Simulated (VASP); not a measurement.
All values below come from LDA (Ceperley-Alder, Perdew-Zunger), VASP's LDA PAW potentials (set 64) (plane waves; VASP).

A VASP calculation is set up with these files.

INCAR:
```
SYSTEM  =  NaBr
PREC  =  Accurate; ENCUT  =  400; LREAL  =  F
LASPH  =  T; ICHARG  =  11
EDIFF  =  1E-7; NELM  =  100; ALGO  =  Normal
LMAXMIX  =  4
ISMEAR  =  0; SIGMA  =  0.05
LWAVE  =  F; LCHARG  =  F; LORBIT  =  11
```

KPOINTS:
```
k-points along high-symmetry lines
15
Line-mode
Reciprocal
  0.000000   0.000000   0.000000 ! GAMMA
  0.500000   0.000000   0.500000 ! X

  0.500000   0.000000   0.500000 ! X
  0.625000   0.250000   0.625000 ! U

  0.375000   0.375000   0.750000 ! K
  0.000000   0.000000   0.000000 ! GAMMA

  0.000000   0.000000   0.000000 ! GAMMA
  0.500000   0.500000   0.500000 ! L

  0.500000   0.500000   0.500000 ! L
  0.500000   0.250000   0.750000 ! W

  0.500000   0.250000   0.750000 ! W
  0.500000   0.000000   0.500000 ! X
```

File POSCAR:
```
NaBr
1
    0.0000000000     2.8891804638     2.8891804638
    2.8891804638     0.0000000000     2.8891804638
    2.8891804638     2.8891804638     0.0000000000
Na Br
1 1
Direct
  0.0000000000   0.0000000000   0.0000000000
  0.5000000000   0.5000000000   0.5000000000
```

POTCAR, in this order: Na_pv Br (LDA.64 set). Program: vasp_std. Read from the step before: CHGCAR.

The resulting files:

### OSZICAR
```
       N       E                     dE             d eps       ncg     rms          rms(c)
DAV:   1     0.803281085486E+02    0.80328E+02   -0.64309E+03  1994   0.103E+03
DAV:   2     0.148504899558E+00   -0.80180E+02   -0.74776E+02  2188   0.245E+02
DAV:   3    -0.611288320271E+01   -0.62614E+01   -0.62274E+01  2427   0.702E+01
DAV:   4    -0.622343099596E+01   -0.11055E+00   -0.11049E+00  2163   0.103E+01
DAV:   5    -0.622497306068E+01   -0.15421E-02   -0.15420E-02  2378   0.121E+00
DAV:   6    -0.622500572227E+01   -0.32662E-04   -0.32661E-04  2277   0.192E-01
DAV:   7    -0.622500668361E+01   -0.96134E-06   -0.96132E-06  2366   0.313E-02
DAV:   8    -0.622500671770E+01   -0.34091E-07   -0.34126E-07  2183   0.607E-03
   1 F= -.62250067E+01 E0= -.62250067E+01  d E =-.158804E-16
```

### OUTCAR
```
 val. band max:       -0.2669583666   @ k =   0.0000   0.0000   0.0000

 cond. band min:       3.8364257858   @ k =   0.0000   0.0000   0.0000



 k-point     1 :       0.0000    0.0000    0.0000
  band No.  band energies     occupation
      1     -21.6568      2.00000
      2     -21.6568      2.00000
      3     -21.6568      2.00000
      4     -13.3515      2.00000
      5      -0.2670      2.00000
      6      -0.2670      2.00000
      7      -0.2670      2.00000
      8       3.8364      0.00000
      9       9.4256      0.00000
     10       9.4256      0.00000
     11       9.4256      0.00000

 k-point     2 :       0.0357    0.0000    0.0357
  band No.  band energies     occupation
      1     -21.6571      2.00000
      2     -21.6569      2.00000
      3     -21.6568      2.00000
      4     -13.3455      2.00000
      5      -0.3229      2.00000
      6      -0.2791      2.00000
      7      -0.2791      2.00000
      8       3.9148      0.00000
      9       9.3244      0.00000
     10       9.4623      0.00000
     11       9.4623      0.00000

 k-point     3 :       0.0714    0.0000    0.0714
  band No.  band energies     occupation
      1     -21.6582      2.00000
      2     -21.6571      2.00000
      3     -21.6571      2.00000
      4     -13.3276      2.00000
      5      -0.4768      2.00000
      6      -0.3145      2.00000
      7      -0.3145      2.00000
      8       4.1352      0.00000
      9       9.0655      0.00000
     10       9.5708      0.00000
     11       9.5708      0.00000

 k-point     4 :       0.1071    0.0000    0.1071
  band No.  band energies     occupation
      1     -21.6596      2.00000
      2     -21.6575      2.00000
      3     -21.6575      2.00000
      4     -13.2991      2.00000
      5      -0.6968      2.00000
      6      -0.3704      2.00000
      7      -0.3704      2.00000
      8       4.4623      0.00000
      9       8.7277      0.00000
     10       9.7469      0.00000
...
```

The density is held fixed in this step, so its total energy and stress have no physical meaning.

The compound is NaBr in the rock salt structure. It was relaxed first, which changed the volume by -9 %.
